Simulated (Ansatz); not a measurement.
The system is MnSb.

```
Sb Mn
1.0
     4.15000    0.00000    0.00000
    -2.07500    3.59401    0.00000
     0.00000    0.00000    5.78000
Sb Mn
2 2
Cartesian
  2.0750 1.1980 4.3350
  0.0000 2.3960 1.4450
  0.0000 0.0000 2.8900
  0.0000 0.0000 0.0000
```

Alike in all runs: program Ansatz 0.2.0; functional PBEsol; potentials or basis Ansatz PAW; cutoff 420 eV (not typed: the program's choice for these potentials); k mesh 7 × 7 × 5; occupations fermi-dirac, width 0.05 eV.

The same cell was started in several ways:

| start | free energy over the lowest (meV/atom) | net moment (μB) | site or absolute moments (μB) | gap |
| --- | --- | --- | --- | --- |
| collinear spin, antiferromagnetic start of up to 4 μB | 54.3 | 0.00 | Sb +0.00; Mn +3.36, -3.36 | none (metal or under the smearing width) |
| collinear spin, ferromagnetic start of up to 4 μB | 0.0 | 6.70 | Sb -0.12; Mn +3.42 | none (metal or under the smearing width) |
| collinear spin, ferrimagnetic start of up to 4 μB | 54.3 | 0.00 | Sb +0.00; Mn +3.36, -3.36 | none (metal or under the smearing width) |
| collinear spin, random start of up to 4.8 μB | 0.0 | 6.70 | Sb -0.12; Mn +3.42 | none (metal or under the smearing width) |
| collinear spin, ferromagnetic start of up to 5.5 μB | 0.0 | 6.70 | Sb -0.12; Mn +3.42 | none (metal or under the smearing width) |
| no spin polarisation | 482.3 | - | - | none (metal or under the smearing width) |

The spin-polarised runs without a constraint all converged, yet they end up to 54 meV/atom apart: a converged run can sit in a state that isn't the lowest. Allowing spin polarisation gains 482 meV/atom. A still lower state may exist.

Caveats: the magnetic or orbital state may not be the lowest (some runs).
